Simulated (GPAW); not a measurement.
Crystal: KTaO3.

```
CELL_PARAMETERS angstrom
3.98830 0.00000 0.00000
0.00000 3.98830 0.00000
0.00000 0.00000 3.98830
ATOMIC_POSITIONS crystal
Ta 0.00000 0.00000 0.00000
K 0.50000 0.50000 0.50000
O 0.00000 0.00000 0.50000
O 0.00000 0.50000 0.00000
O 0.50000 0.00000 0.00000
```

Base run:

* Program: GPAW 26.7.0
* Functional: PBE
* Potentials or basis: GPAW PAW data sets (gpaw-data 1.2.1)
* Cutoff: 800 eV
* Basis: pw
* k mesh: 7 × 7 × 7
* Occupations: fermi-dirac, width 0.05 eV
* Spin: no spin polarisation

Its results: band gap on the k mesh 2.24 eV, indirect (least direct gap 2.81 eV); pressure 6.1 GPa.

Task: After a change of settings the same cell gave: band gap on the k mesh 2.18 eV, indirect (least direct gap 2.81 eV); pressure 6.1 GPa. Which change was it?
A. k mesh from 7 × 7 × 7 to 6 × 6 × 6; spin from no spin polarisation to spin-orbit coupling, no magnetisation
B. potentials or basis from GPAW PAW data sets (gpaw-data 1.2.1) to PAW data sets generated in the run's folder for this functional; k mesh from 7 × 7 × 7 to 6 × 6 × 6
C. k mesh from 7 × 7 × 7 to 6 × 6 × 6; hubbard terms from none to Ta d U = 2 eV

Result: B.

Caveats: spin-orbit coupling is left out, which moves the levels of the heavy elements; an odd mesh through Γ misses points on the zone boundary, where band edges often lie (some runs).

Not every run made on this cell is shown here.
